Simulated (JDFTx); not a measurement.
**CdSe under changes of volume**

One of the cells (23.738 Å³/atom); the others are scaled copies at fixed shape and fractional positions:

```
CELL_PARAMETERS angstrom
0.00000 2.87396 2.87396
2.87396 0.00000 2.87396
2.87396 2.87396 0.00000
ATOMIC_POSITIONS crystal
Cd 0.00000 0.00000 0.00000
Se 0.50000 0.50000 0.50000
```

Measurements of this composition are mostly on another form, of space group No. 186.

* Program: JDFTx 1.7.0 (patched build)
* Functional: PBEsol
* Potentials or basis: PseudoDojo-SR-PBEsol-0.4.1-standard with smoothed tails
* Cutoff: 1388 eV
* Density cutoff: 11102 eV
* k mesh: 8 × 8 × 8
* Occupations: fermi-dirac, width 0.05 eV
* Spin: no spin polarisation

| volume (Å³/atom) | energy over the lowest point (meV/atom) | pressure (GPa) |
| --- | --- | --- |
| 22.314 | 0.00 | -0.1 |
| 22.788 | 2.30 | -1.5 |
| 23.263 | 8.51 | -2.7 |
| 23.738 | 18.17 | -3.8 |
| 24.213 | 30.88 | -4.8 |
| 24.687 | 46.33 | -5.7 |
| 25.162 | ? | ? |

What does the run at 25.162 Å³/atom give?

Energy over the lowest point 64.17 meV/atom; pressure -6.4 GPa.

Worked out: A Birch-Murnaghan fit of order 3 (a polynomial in V^(-2/3)) to the other rows has its minimum at 22.29 Å³/atom, just outside them, with B0 = V·E''(V) = 69 GPa and B' = 4.5. It gives 64.22 meV/atom at 25.162 Å³/atom, against the run's 64.17, and -dE/dV = -6.4 GPa, against -6.4.

Energies are extrapolated to zero smearing.
